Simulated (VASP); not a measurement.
# HfO2 under biaxial strain, part 2 of 2

How does HfO2 answer to strain in the plane, when the third axis is free? The starting structure is a computed structure from the Materials Project. All runs use LDA. The equilibrium cell comes from relaxations that aren't shown. Its Cartesian x and y axes are then stretched or squeezed alike, and the third axis is relaxed.

VASP 6.6.1.

Results so far: no strain 0.0 GPa; -2 % along x and y 7.4 GPa; +2 % along x and y -6.4 GPa.

### 5. Relaxation at -1 % along x and y

Level of this step: LDA; plane waves and PAW (Hf_pv, O) (VASP).

This run starts from the cell of an earlier relaxation, which isn't shown; the restart sets up the plane waves anew.

INCAR reads:

```
SYSTEM = HfO2
PREC = Accurate
ENCUT = 560
EDIFF = 1E-07
NELM = 100
ISMEAR = 0
SIGMA = 0.03
LREAL = .FALSE.
ALGO = Normal
GGA = CA
NBANDS = 56
LASPH = .TRUE.
LORBIT = 11
LWAVE = .FALSE.
LCHARG = .FALSE.
KPAR = 8
NCORE = 2
IBRION = 2
NSW = 50
ISIF = 3
EDIFFG = -0.003
LATTICE_CONSTRAINTS = .FALSE. .FALSE. .TRUE.
```

POSCAR reads:

```
HfO2
1.0
    5.1110862071      0.0000000000      0.0000000000
    0.0000000000      4.9112559449      0.0000000000
    0.0000000000      0.0000000000      5.0146835179
Hf O
4 8
Direct
    0.0335958741      0.2691439978      0.2431642038
    0.4664041259      0.2691439978      0.7431642038
    0.5335958741      0.7308560022      0.2431642038
    0.9664041259      0.7308560022      0.7431642038
    0.3699442003      0.0746709827      0.3784034769
    0.1300557997      0.0746709827      0.8784034769
    0.7383257582      0.4561088120      0.4914323192
    0.7616742418      0.4561088120      0.9914323192
    0.2616742418      0.5438911880      0.9914323192
    0.2383257582      0.5438911880      0.4914323192
    0.8699442003      0.9253290173      0.3784034769
    0.6300557997      0.9253290173      0.8784034769
```

KPOINTS reads:

```
Automatic mesh
0
Gamma
4 4 4
0 0 0
```

Potentials, in the order of the species: Hf_pv and O (LDA family, release 64).

On the command line:

```console
mpirun -np 16 vasp_std
```

The log of the run:

```text
[... set-up lines as in an earlier step ...]
 entering main loop
       N       E                     dE             d eps       ncg     rms          rms(c)
DAV:   1     0.574785270993E+03    0.57479E+03   -0.53147E+04  3024   0.169E+03
DAV:   2    -0.118877454515E+03   -0.69366E+03   -0.67438E+03  3760   0.424E+02
DAV:   3    -0.153356839181E+03   -0.34479E+02   -0.34339E+02  3600   0.854E+01
DAV:   4    -0.153765326791E+03   -0.40849E+00   -0.40785E+00  3736   0.101E+01
[...]
DAV:  13    -0.132723369127E+03    0.32260E-05   -0.33095E-05  3536   0.256E-02    0.943E-03
DAV:  14    -0.132723368832E+03    0.29504E-06   -0.32706E-06  3760   0.937E-03    0.284E-02
DAV:  15    -0.132723368868E+03   -0.36716E-07   -0.61941E-07  3232   0.365E-03
   1 F= -.13272337E+03 E0= -.13272337E+03  d E =-.132723E+03
[...]
reached required accuracy - stopping structural energy minimisation
```

It took 11 s on 16 MPI ranks of AMD EPYC 9R45, shared host; peak memory 3.5 GiB; 2.7 min of CPU time.

Parts of OUTCAR (step 5):

```text
  Total        4.3832066      4.1443972      0.0064786      0.0000000      0.0000000      0.0000000
  in kB       55.7895960     52.7500224      0.0824594      0.0000000      0.0000000      0.0000000
  external PRESSURE =      36.2073593 kB  Pullay stress =       0.0000000 kB

 POSITION                                       TOTAL-FORCE (eV/Angst)
 -----------------------------------------------------------------------------------
      0.17171      1.32184      1.21939         0.001927     -0.000759     -0.000458
      2.38383      1.32184      3.72673        -0.001927     -0.000759     -0.000458
      2.72725      3.58942      1.21939         0.001927      0.000759     -0.000458
      4.93937      3.58942      3.72673        -0.001927      0.000759     -0.000458
      1.89082      0.36673      1.89757         0.000921      0.000982     -0.000100
      0.66473      0.36673      4.40492        -0.000921      0.000982     -0.000100
      3.77365      2.24007      2.46438         0.000293     -0.000206      0.000558
      3.89298      2.24007      4.97172        -0.000293     -0.000206      0.000558
      1.33744      2.67119      4.97172        -0.000293      0.000206      0.000558
      1.21810      2.67119      2.46438         0.000293      0.000206      0.000558
      4.44636      4.54453      1.89757         0.000921     -0.000982     -0.000100
      3.22027      4.54453      4.40492        -0.000921     -0.000982     -0.000100
 -----------------------------------------------------------------------------------
    total drift:                               -0.000000     -0.000000     -0.000250

  FREE ENERGIE OF THE ION-ELECTRON SYSTEM (eV)
  ---------------------------------------------------
  free  energy   TOTEN  =      -132.7233688683 eV

  energy  without entropy=     -132.7233688683  energy(sigma->0) =     -132.72336887

[... 2 parts as in an earlier step ...]

[... 2 further parts left out ...]
[key lines of the parts left out:]
E-fermi :   3.9099
```

-1 % along x and y: 10.490 Å³ an atom and a mean stress of 3.62 GPa, with a third cell vector of 5.015 Å, and 4.358 eV of gap on the mesh. Further runs on this cell, not shown, give the modes B2 (8) 767.6, B1 (8) 710.5, A1 (1) 129.1 cm⁻¹.

### 6. Relaxation at +1 % along x and y

This run starts from the cell of an earlier relaxation, which isn't shown; the restart sets up the plane waves anew.

INCAR is that of step 5.

POSCAR reads:

```
HfO2
1.0
    5.2143404739      0.0000000000      0.0000000000
    0.0000000000      5.0104732367      0.0000000000
    0.0000000000      0.0000000000      4.9462798216
Hf O
4 8
Direct
    0.0328630696      0.2674659437      0.2425562453
    0.4671369304      0.2674659437      0.7425562453
    0.5328630696      0.7325340563      0.2425562453
    0.9671369304      0.7325340563      0.7425562453
    0.3677448997      0.0716524826      0.3794425541
    0.1322551003      0.0716524826      0.8794425541
    0.7336208150      0.4608386174      0.4910012006
    0.7663791850      0.4608386174      0.9910012006
    0.2663791850      0.5391613826      0.9910012006
    0.2336208150      0.5391613826      0.4910012006
    0.8677448997      0.9283475174      0.3794425541
    0.6322551003      0.9283475174      0.8794425541
```

KPOINTS is that of step 5.

On the command line:

```console
mpirun -np 16 vasp_std
```

The log of the run:

```text
[... set-up lines as in an earlier step ...]
 entering main loop
       N       E                     dE             d eps       ncg     rms          rms(c)
DAV:   1     0.561102379393E+03    0.56110E+03   -0.52766E+04  3024   0.168E+03
DAV:   2    -0.120211744986E+03   -0.68131E+03   -0.66269E+03  3816   0.421E+02
DAV:   3    -0.153533078242E+03   -0.33321E+02   -0.33195E+02  3568   0.837E+01
DAV:   4    -0.153936286143E+03   -0.40321E+00   -0.40250E+00  3760   0.100E+01
[...]
DAV:  13    -0.132732347463E+03    0.37714E-05   -0.29518E-05  3568   0.237E-02    0.834E-03
DAV:  14    -0.132732347308E+03    0.15502E-06   -0.28251E-06  3760   0.885E-03    0.228E-02
DAV:  15    -0.132732347355E+03   -0.47594E-07   -0.44114E-07  3120   0.310E-03
   1 F= -.13273235E+03 E0= -.13273235E+03  d E =-.132732E+03
[...]
reached required accuracy - stopping structural energy minimisation
```

Run time: 11 s. Hardware: 16 MPI ranks; peak memory 3.4 GiB.

OUTCAR, selected parts (step 6):

```text
  Total       -4.0792219     -4.0281825      0.0200529      0.0000000      0.0000000      0.0000000
  in kB      -50.5744415    -49.9416528      0.2486176      0.0000000      0.0000000      0.0000000
  external PRESSURE =     -33.4224922 kB  Pullay stress =       0.0000000 kB

 POSITION                                       TOTAL-FORCE (eV/Angst)
 -----------------------------------------------------------------------------------
      0.17136      1.34013      1.19975        -0.001290     -0.001265      0.001276
      2.43581      1.34013      3.67289         0.001290     -0.001265      0.001276
      2.77853      3.67034      1.19975        -0.001290      0.001265      0.001276
      5.04298      3.67034      3.67289         0.001290      0.001265      0.001276
      1.91755      0.35901      1.87683        -0.000183     -0.000143     -0.000844
      0.68962      0.35901      4.34997         0.000183     -0.000143     -0.000844
      3.82535      2.30902      2.42863        -0.000455     -0.000313     -0.000432
      3.99616      2.30902      4.90177         0.000455     -0.000313     -0.000432
      1.38899      2.70145      4.90177         0.000455      0.000313     -0.000432
      1.21818      2.70145      2.42863        -0.000455      0.000313     -0.000432
      4.52472      4.65146      1.87683        -0.000183      0.000143     -0.000844
      3.29679      4.65146      4.34997         0.000183      0.000143     -0.000844
 -----------------------------------------------------------------------------------
    total drift:                                0.000000      0.000000      0.000838

  FREE ENERGIE OF THE ION-ELECTRON SYSTEM (eV)
  ---------------------------------------------------
  free  energy   TOTEN  =      -132.7323473553 eV

  energy  without entropy=     -132.7323473553  energy(sigma->0) =     -132.73234736

[... 2 parts as in an earlier step ...]

[... 2 further parts left out ...]
[key lines of the parts left out:]
E-fermi :   3.7045
```

+1 % along x and y: 10.769 Å³ an atom and a mean stress of -3.34 GPa, with a third cell vector of 4.946 Å, and 4.346 eV of gap on the mesh. Further runs on this cell, not shown, give the modes B2 (8) 736.5, B1 (8) 705.2, A1 (1) 124.4 cm⁻¹.

### 7. Relaxation at -3 % along x and y

This run starts from the cell of an earlier relaxation, which isn't shown; the restart sets up the plane waves anew.

INCAR is that of step 6.

POSCAR reads:

```
HfO2
1.0
    5.0078319403      0.0000000000      0.0000000000
    0.0000000000      4.8120386531      0.0000000000
    0.0000000000      0.0000000000      5.0903545022
Hf O
4 8
Direct
    0.0347025838      0.2710020995      0.2436748933
    0.4652974162      0.2710020995      0.7436748933
    0.5347025838      0.7289979005      0.2436748933
    0.9652974162      0.7289979005      0.7436748933
    0.3737339082      0.0785126978      0.3767266869
    0.1262660918      0.0785126978      0.8767266869
    0.7419711810      0.4513033672      0.4925984198
    0.7580288190      0.4513033672      0.9925984198
    0.2580288190      0.5486966328      0.9925984198
    0.2419711810      0.5486966328      0.4925984198
    0.8737339082      0.9214873022      0.3767266869
    0.6262660918      0.9214873022      0.8767266869
```

KPOINTS is that of step 6.

On the command line:

```console
mpirun -np 16 vasp_std
```

The log of the run:

```text
[... set-up lines as in an earlier step ...]
 entering main loop
       N       E                     dE             d eps       ncg     rms          rms(c)
DAV:   1     0.568936868804E+03    0.56894E+03   -0.53209E+04  3024   0.169E+03
DAV:   2    -0.118933785076E+03   -0.68787E+03   -0.66750E+03  3720   0.423E+02
DAV:   3    -0.152917841705E+03   -0.33984E+02   -0.33845E+02  3608   0.848E+01
DAV:   4    -0.153310146343E+03   -0.39230E+00   -0.39174E+00  3768   0.992E+00
[...]
DAV:  13    -0.132361685028E+03    0.25387E-05   -0.33400E-05  3528   0.261E-02    0.119E-02
DAV:  14    -0.132361684590E+03    0.43834E-06   -0.34103E-06  3672   0.888E-03    0.297E-02
DAV:  15    -0.132361684601E+03   -0.11340E-07   -0.54564E-07  3184   0.338E-03
   1 F= -.13236168E+03 E0= -.13236168E+03  d E =-.132362E+03
[...]
reached required accuracy - stopping structural energy minimisation
```

The job ended after 11 s (16 MPI ranks; peak memory 3.4 GiB; 2.8 min of CPU time).

From OUTCAR (step 7):

```text
  Total       13.8291294     12.4686465     -0.0124039      0.0000000      0.0000000      0.0000000
  in kB      180.6252832    162.8557181     -0.1620103      0.0000000      0.0000000      0.0000000
  external PRESSURE =     114.4396637 kB  Pullay stress =       0.0000000 kB

 POSITION                                       TOTAL-FORCE (eV/Angst)
 -----------------------------------------------------------------------------------
      0.17378      1.30407      1.24039        -0.001894      0.000069     -0.001618
      2.33013      1.30407      3.78557         0.001894      0.000069     -0.001618
      2.67770      3.50797      1.24039        -0.001894     -0.000069     -0.001618
      4.83405      3.50797      3.78557         0.001894     -0.000069     -0.001618
      1.87160      0.37781      1.91767         0.000620     -0.001183      0.000115
      0.63232      0.37781      4.46285        -0.000620     -0.001183      0.000115
      3.71567      2.17169      2.50750        -0.001725      0.001551      0.001503
      3.79608      2.17169      5.05268         0.001725      0.001551      0.001503
      1.29216      2.64035      5.05268         0.001725     -0.001551      0.001503
      1.21175      2.64035      2.50750        -0.001725     -0.001551      0.001503
      4.37551      4.43423      1.91767         0.000620      0.001183      0.000115
      3.13624      4.43423      4.46285        -0.000620      0.001183      0.000115
 -----------------------------------------------------------------------------------
    total drift:                                0.000000      0.000000     -0.002112

  FREE ENERGIE OF THE ION-ELECTRON SYSTEM (eV)
  ---------------------------------------------------
  free  energy   TOTEN  =      -132.3616846013 eV

  energy  without entropy=     -132.3616846013  energy(sigma->0) =     -132.36168460

[... 2 parts as in an earlier step ...]

[... 2 further parts left out ...]
[key lines of the parts left out:]
E-fermi :   4.2549
```

-3 % along x and y: 10.222 Å³ an atom and a mean stress of 11.44 GPa, with a third cell vector of 5.090 Å, and 4.263 eV of gap on the mesh. Further runs on this cell, not shown, give the modes B2 (8) 800.3, B1 (8) 719.8, A1 (1) 133.9 cm⁻¹.

### 8. Relaxation at +3 % along x and y

This run starts from the cell of an earlier relaxation, which isn't shown; the restart sets up the plane waves anew.

INCAR is that of step 7.

POSCAR reads:

```
HfO2
1.0
    5.3175947407      0.0000000000      0.0000000000
    0.0000000000      5.1096905285      0.0000000000
    0.0000000000      0.0000000000      4.8887303174
Hf O
4 8
Direct
    0.0323262517      0.2653708705      0.2406826845
    0.4676737483      0.2653708705      0.7406826845
    0.5323262517      0.7346291295      0.2406826845
    0.9676737483      0.7346291295      0.7406826845
    0.3657972326      0.0677200932      0.3813913086
    0.1342027674      0.0677200932      0.8813913086
    0.7249194485      0.4668906345      0.4909260070
    0.7750805515      0.4668906345      0.9909260070
    0.2750805515      0.5331093655      0.9909260070
    0.2249194485      0.5331093655      0.4909260070
    0.8657972326      0.9322799068      0.3813913086
    0.6342027674      0.9322799068      0.8813913086
```

KPOINTS is that of step 7.

On the command line:

```console
mpirun -np 16 vasp_std
```

The log of the run:

```text
[... set-up lines as in an earlier step ...]
 entering main loop
       N       E                     dE             d eps       ncg     rms          rms(c)
DAV:   1     0.568825783958E+03    0.56883E+03   -0.52659E+04  3024   0.167E+03
DAV:   2    -0.119414042958E+03   -0.68824E+03   -0.66621E+03  3800   0.419E+02
DAV:   3    -0.153437495964E+03   -0.34023E+02   -0.33889E+02  3592   0.843E+01
DAV:   4    -0.153854246406E+03   -0.41675E+00   -0.41607E+00  3752   0.102E+01
[...]
DAV:  13    -0.132435384223E+03    0.24007E-05   -0.15887E-05  3672   0.172E-02    0.669E-03
DAV:  14    -0.132435384306E+03   -0.83453E-07   -0.17088E-06  3784   0.630E-03    0.150E-02
DAV:  15    -0.132435384330E+03   -0.23590E-07   -0.17577E-07  2224   0.254E-03
   1 F= -.13243538E+03 E0= -.13243538E+03  d E =-.132435E+03
[...]
reached required accuracy - stopping structural energy minimisation
```

Run time: 11 s. Hardware: 16 MPI ranks; peak memory 3.5 GiB; 2.8 min of CPU time.

From OUTCAR (step 8):

```text
  Total      -10.8384451    -11.5409102     -0.0040840      0.0000000      0.0000000      0.0000000
  in kB     -130.7289125   -139.2017611     -0.0492601      0.0000000      0.0000000      0.0000000
  external PRESSURE =     -89.9933112 kB  Pullay stress =       0.0000000 kB

 POSITION                                       TOTAL-FORCE (eV/Angst)
 -----------------------------------------------------------------------------------
      0.17190      1.35596      1.17663         0.000371      0.000858     -0.000594
      2.48690      1.35596      3.62100        -0.000371      0.000858     -0.000594
      2.83070      3.75373      1.17663         0.000371     -0.000858     -0.000594
      5.14570      3.75373      3.62100        -0.000371     -0.000858     -0.000594
      1.94516      0.34603      1.86452        -0.000112      0.000336      0.000105
      0.71364      0.34603      4.30888         0.000112      0.000336      0.000105
      3.85483      2.38567      2.40000        -0.000226      0.000455      0.000489
      4.12156      2.38567      4.84437         0.000226      0.000455      0.000489
      1.46277      2.72402      4.84437         0.000226     -0.000455      0.000489
      1.19603      2.72402      2.40000        -0.000226     -0.000455      0.000489
      4.60396      4.76366      1.86452        -0.000112     -0.000336      0.000105
      3.37243      4.76366      4.30888         0.000112     -0.000336      0.000105
 -----------------------------------------------------------------------------------
    total drift:                               -0.000000      0.000000      0.000970

  FREE ENERGIE OF THE ION-ELECTRON SYSTEM (eV)
  ---------------------------------------------------
  free  energy   TOTEN  =      -132.4353843301 eV

  energy  without entropy=     -132.4353843301  energy(sigma->0) =     -132.43538433

[... 2 parts as in an earlier step ...]

[... 2 further parts left out ...]
[key lines of the parts left out:]
E-fermi :   3.5072
```

+3 % along x and y: 11.069 Å³ an atom and a mean stress of -9.00 GPa, with a third cell vector of 4.889 Å, and 4.349 eV of gap on the mesh. Further runs on this cell, not shown, give the modes B2 (8) 710.8, B1 (8) 702.8, A1 (1) 117.9 cm⁻¹.

### 9. All runs side by side

```tsv
run	volume (Å³/atom)	mean stress, as a pressure (GPa)	third cell vector (Å)	gap on the mesh (eV)	B2 (8)	B1 (8)	A1 (1)	core minutes
-3 % along x and y	10.222	11.44	5.09	4.263	800.3	719.8	133.9	2.93
-2 % along x and y	10.355	7.43	5.052	4.345	783.9	714.5	131.6	3.09
-1 % along x and y	10.49	3.62	5.015	4.358	767.6	710.5	129.1	2.88
no strain	10.628	0.0	4.98	4.353	751.7	707.4	126.9	3.2
+1 % along x and y	10.769	-3.34	4.946	4.346	736.5	705.2	124.4	2.88
+2 % along x and y	10.916	-6.4	4.916	4.343	722.4	703.7	121.2	2.93
+3 % along x and y	11.069	-9.0	4.889	4.349	710.8	702.8	117.9	2.93
```

Modes are in cm⁻¹ and matched by symmetry and order, imaginary ones as negative numbers. A number in brackets counts the listed modes of one symmetry from the lowest. The symmetry labels come from an automatic analysis and can be wrong where levels nearly coincide. Core minutes are wall time times ranks of the run shown, on a shared host.

### 10. What came out

```yaml
mean_stress_as_a_pressure_at_minus_3_along_x_and_y: 11.44 GPa
mean_stress_as_a_pressure_at_minus_2_along_x_and_y: 7.43 GPa
mean_stress_as_a_pressure_at_minus_1_along_x_and_y: 3.62 GPa
mean_stress_as_a_pressure_at_no_strain: 0.00 GPa
mean_stress_as_a_pressure_at_plus_1_along_x_and_y: -3.34 GPa
mean_stress_as_a_pressure_at_plus_2_along_x_and_y: -6.40 GPa
mean_stress_as_a_pressure_at_plus_3_along_x_and_y: -9.00 GPa
```

**Reading.** From -3 % along x and y to +3 % along x and y the third cell vector of HfO2 goes from 5.090 to 4.889 Å and the volume from 10.22 to 11.07 Å³ an atom. The gap on the mesh doesn't change in one direction: 4.26, 4.34, 4.36, 4.35, 4.35, 4.34, 4.35 eV. Semilocal functionals give gaps that are too small, spin-orbit coupling is left out, and the mesh may miss the true band edges, by more at some strains than at others. Where bands change their order, the gap's trend can turn. The B2 (8) mode goes from 800 to 711 cm⁻¹. The B1 (8) mode goes from 720 to 703 cm⁻¹. The A1 (1) mode goes from 134 to 118 cm⁻¹. The frequencies are harmonic, and the splitting of polar modes by their long-range field is left out. Further runs on this material are not shown.

[Lines on the potential files, build, host, timing and source positions are cut from VASP's logs without a mark.]

[Logs are printed without paths, hosts, clocks, repeated set-up lines and the standing remarks that a program may print on its own settings, such as how far it seeks lower states.]

[Hosts, paths, dates, database ids (printed as entryN), source tags and the programs' standing remarks are cut or masked in the printed files.]
